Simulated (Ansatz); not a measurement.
Input and command of a plane-wave DFT calculation in Ansatz:

```yaml
crystal:
  lattice:
    - [-3.8512806405, -6.6706137437, 6.3650226989]
    - [7.7025612811, 1.0e-10, 6.3650226989]
    - [-3.8512806406, 6.6706137436, 6.3650226989]
  atoms:
    - { symbol: Si, position: [0.524898954, 0.1868924356, 0.3542538954] }
    - { symbol: Si, position: [0.3551351696, 0.0207717636, 0.6879611648] }
    - { symbol: Si, position: [0.6879611648, 0.3551351696, 0.0207717636] }
    - { symbol: Si, position: [0.3542538954, 0.524898954, 0.1868924356] }
    - { symbol: Si, position: [0.687471025, 0.8555786806, 0.5179196146] }
    - { symbol: Si, position: [0.8663855736, 0.0226720708, 0.1787352072], spin: 0.077 }
    - { symbol: Si, position: [0.1868924356, 0.3542538954, 0.524898954] }
    - { symbol: Si, position: [0.5179196146, 0.687471025, 0.8555786806] }
    - { symbol: Si, position: [0.0226720708, 0.1787352072, 0.8663855736], spin: 0.077 }
    - { symbol: Si, position: [0.0207717636, 0.6879611648, 0.3551351696] }
    - { symbol: Si, position: [0.8555786806, 0.5179196146, 0.687471025] }
    - { symbol: Si, position: [0.1787352072, 0.8663855736, 0.0226720708], spin: 0.077 }
    - { symbol: Si, position: [0.6870354311, 0.52151623, 0.3547898308] }
    - { symbol: Si, position: [0.52151623, 0.3547898308, 0.6870354311] }
    - { symbol: Si, position: [0.8511723401, 0.685980684, 0.0195183129] }
    - { symbol: Si, position: [0.5158284816, 0.8605038165, 0.1878473193] }
    - { symbol: Si, position: [0.8605038165, 0.1878473193, 0.5158284816] }
    - { symbol: Si, position: [0.0218344003, 0.3599200371, 0.190930012], spin: 0.077 }
    - { symbol: Si, position: [0.3547898308, 0.6870354311, 0.52151623] }
    - { symbol: Si, position: [0.685980684, 0.0195183129, 0.8511723401] }
    - { symbol: Si, position: [0.1878473193, 0.5158284816, 0.8605038165] }
    - { symbol: Si, position: [0.190930012, 0.0218344003, 0.3599200371], spin: 0.077 }
    - { symbol: Si, position: [0.0195183129, 0.8511723401, 0.685980684] }
    - { symbol: Si, position: [0.3599200371, 0.190930012, 0.0218344003], spin: 0.077 }
    - { symbol: Si, position: [0.6487470521, 0.3110879861, 0.4791956417] }
    - { symbol: Si, position: [0.4787055018, 0.1458949031, 0.8115314971] }
    - { symbol: Si, position: [0.8115314971, 0.4787055018, 0.1458949031] }
    - { symbol: Si, position: [0.4791956417, 0.6487470521, 0.3110879861] }
    - { symbol: Si, position: [0.8124127713, 0.9797742311, 0.6417677126] }
    - { symbol: Si, position: [0.9879314594, 0.1439945959, 0.300281093], spin: 0.077 }
    - { symbol: Si, position: [0.3110879861, 0.4791956417, 0.6487470521] }
    - { symbol: Si, position: [0.6417677126, 0.8124127713, 0.9797742311] }
    - { symbol: Si, position: [0.1439945959, 0.300281093, 0.9879314594], spin: 0.077 }
    - { symbol: Si, position: [0.1458949031, 0.8115314971, 0.4787055018] }
    - { symbol: Si, position: [0.9797742311, 0.6417677126, 0.8124127713] }
    - { symbol: Si, position: [0.300281093, 0.9879314594, 0.1439945959], spin: 0.077 }
    - { symbol: Si, position: [0.8118768358, 0.6451504366, 0.4796312355] }
    - { symbol: Si, position: [0.6451504366, 0.4796312355, 0.8118768358] }
    - { symbol: Si, position: [0.9757366547, 0.8067466296, 0.1448322664], spin: 0.077 }
    - { symbol: Si, position: [0.650838185, 0.9788193473, 0.3061628501] }
    - { symbol: Si, position: [0.9788193473, 0.3061628501, 0.650838185] }
    - { symbol: Si, position: [0.1471483538, 0.4806859827, 0.3154943265] }
    - { symbol: Si, position: [0.4796312355, 0.8118768358, 0.6451504366] }
    - { symbol: Si, position: [0.8067466296, 0.1448322664, 0.9757366547], spin: 0.077 }
    - { symbol: Si, position: [0.3061628501, 0.650838185, 0.9788193473] }
    - { symbol: Si, position: [0.3154943265, 0.1471483538, 0.4806859827] }
    - { symbol: Si, position: [0.1448322664, 0.9757366547, 0.8067466296], spin: 0.077 }
    - { symbol: Si, position: [0.4806859827, 0.3154943265, 0.1471483538] }
    - { symbol: O, position: [0.0833333333, 0.0833333333, 0.0833333333], spin: 0.077 }
  host:
    lattice:
      - [3.8512806406, 0.0, 0.0]
      - [-1.9256403203, 3.3353068718, 0.0]
      - [0.0, 0.0, 6.3650226989]
    atoms:
      - { symbol: Si, position: [0.3333333333, 0.6666666667, 0.0629309398] }
      - { symbol: Si, position: [0.6666666667, 0.3333333333, 0.5629309398] }
      - { symbol: Si, position: [0.3333333333, 0.6666666667, 0.4370690602] }
      - { symbol: Si, position: [0.6666666667, 0.3333333333, 0.9370690602] }
total_charge: -1
basis:
  ecutwfc: 420
  xc_grid: 2
kpoints:
  mp_grid: { grid: [3, 3, 3], shift: [0.0, 0.0, 0.0] }
hamiltonian:
  xc: pbe
scf:
  occupations: { method: gaussian, width: 0.02 }
output:
  forces: true
  stress: false
  eigenvalues: true
  populations: true
  charged_corrections:
    defect_position: [0.08333333, 0.08333333, 0.08333333]
    epsilon: [[12.6179, 0.0, 0.0], [0.0, 12.6179, 0.0], [0.0, 0.0, 13.7067]]
  write_density: true
  write_potential: true
  elf: true
  volumetric_format: npy
magnetization:
  spin_polarized: true
relax:
  adjacent_minimum: "off"
  f_tol: 0.025
  max_steps: 45
```

```bash
ansatz run input.yaml --threads 4 --pin off --max-ram 8192MiB --backend cpu --events-out ev --progress --plain --runs-dir out
```

Processor: Intel(R) Xeon(R) 6975P-C (Granite Rapids), 4 threads, on a host shared with other jobs.

Task: Estimate time, memory and problem size.

Result: About 2.2 min on 4 threads of Intel(R) Xeon(R) 6975P-C (Granite Rapids), with other jobs on the host, peak memory 3.7 GiB. It solves 150 bands at 6 k points (the mesh reduced by the symmetry that the task leaves, which can be less than the crystal's) with about 19113 plane waves, in 28 SCF iterations over 3 ionic steps.
